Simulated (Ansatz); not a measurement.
**K2S: from a first guess to the relaxed fluorite type**

First guess:

```
CELL_PARAMETERS angstrom
0.00000 3.52819 3.52819
3.52819 0.00000 3.52819
3.52819 3.52819 0.00000
ATOMIC_POSITIONS crystal
S 0.00000 0.00000 0.00000
K 0.25000 0.25000 0.25000
K 0.75000 0.75000 0.75000
```

Computed with DFT, PBE, PAW with Ansatz's default frozen-core files, scalar-relativistic (Ansatz 0.2.0).

Cell and atoms relax within the symmetry of the start on a 10×10×10 k mesh with 0.03 eV Fermi–Dirac smearing.

The start is built from a prototype, known or not as a phase of this compound; the cutoff is 420 eV.

**Question.** What is the pressure of the first guess?

**Answer.** 4.43 GPa.

**Question.** What does it relax to?

**Answer.** a = 7.463 Å, b = 7.463 Å, c = 7.463 Å, α = 90.00°, β = 90.00°, γ = 90.00° (conventional cell), 34.63 Å³ per atom:
```xyz
3
Lattice="0.0000 3.7313 3.7313 3.7313 0.0000 3.7313 3.7313 3.7313 0.0000" Properties=species:S:1:pos:R:3 pbc="T T T"
S     0.0000    0.0000    0.0000
K     1.8657    1.8657    1.8657
K     5.5970    5.5970    5.5970
```

**Question.** How much energy does the relaxation release?

**Answer.** 64 meV/atom.
